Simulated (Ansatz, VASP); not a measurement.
**RbBr in VASP and in Ansatz**

```xyz
2
Lattice="0.0000 3.4608 3.4608 3.4608 0.0000 3.4608 3.4608 3.4608 0.0000" Properties=species:S:1:pos:R:3 pbc="T T T"
Rb    0.0000    0.0000    0.0000
Br    3.4608    3.4608    3.4608
```

The cell was built by a generator and needn't be a form met in nature.

Alike in both runs: task single point; functional HSE06; k mesh 4 × 4 × 4; no spin polarisation.

```csv
,VASP,Ansatz
version,VASP 6.6.1,Ansatz 0.2.0
potentials or method,"VASP PAW PBE potentials, release 64 (Rb_sv, Br)","plane waves, PAW"
plane-wave cutoff (eV),520,420
occupations,"gaussian, width 0.01 eV",fixed
valence electrons in the cell,16,16
```

|  | VASP | Ansatz | Ansatz less VASP |
| --- | --- | --- | --- |
| gap on the k mesh at the Fermi level (eV) | 5.44 | 5.44 | +0.001 |
| pressure (GPa) | 0.3 | 0.3 | -0.01 |

Ansatz warned: «stress_exchange_threshold_loose».

Caveats: the PAW data sets were made with another functional, which shifts forces and pressure a little (VASP).
